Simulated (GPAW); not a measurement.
Runs of GPAW 26.7.0 on Ca. The structure is cubic, space group Im-3m (No. 229). The conventional cell has a = 4.480 Å, b = 4.480 Å, c = 4.480 Å, α = 90.00°, β = 90.00°, γ = 90.00°. Around Ca (site symmetry m-3m) lie 8 Ca at 3.88 Å. This isn't the form of Ca at room conditions, which is fcc.

| level | potentials or basis | cell | eigensolver | target pressure | gap on the mesh (eV) | pressure (GPa) | relaxed volume (Å³/atom) |
| --- | --- | --- | --- | --- | --- | --- | --- |
| LDA | the program's PAW data sets (release 1.2.1) made for this functional, pw | relaxed | - | - | none | 0.0 | 37.82 |
| BLYP | PAW data sets generated in the run's folder for this functional, pw | relaxed | davidson | - | none | 0.0 | 42.27 |
| revPBE | the program's PAW data sets (release 1.2.1) made for this functional, pw | relaxed | - | - | none | 0.0 | (b) |
| r2SCAN | GPAW PAW data sets (gpaw-data 1.2.1), pw | relaxed | - | - | none | 0.0 | (a) |
| RPBE | the program's PAW data sets (release 1.2.1) made for this functional, pw | relaxed | - | - | none | 0.0 | 44.66 |
| PBEsol | PAW data sets generated in the run's folder for this functional, pw | relaxed | - | - | none | 0.0 | 40.52 |
| PBEsol | PAW data sets generated in the run's folder for this functional, pw | relaxed to 2 GPa | - | 2 GPa | none | 2.0 | - |

Alike in all rows: task relaxation of cell and atoms; no spin polarisation; k mesh 8 × 8 × 8; cutoff (eV) 600; smearing fermi-dirac 0.05 eV.

Question: Fill in the values left out.

Answer: (a) 43.40; (b) 44.14.

Caveats: later steps reuse the first step's grids; the volume moved by over 15 % at a fixed basis, so the end points are rough (some runs); the PAW data sets were made with another functional, which shifts forces and pressure a little (some runs).

A gap of «none» marks a metal or a gap under the smearing width.

Runs at the PBE level aren't shown here.
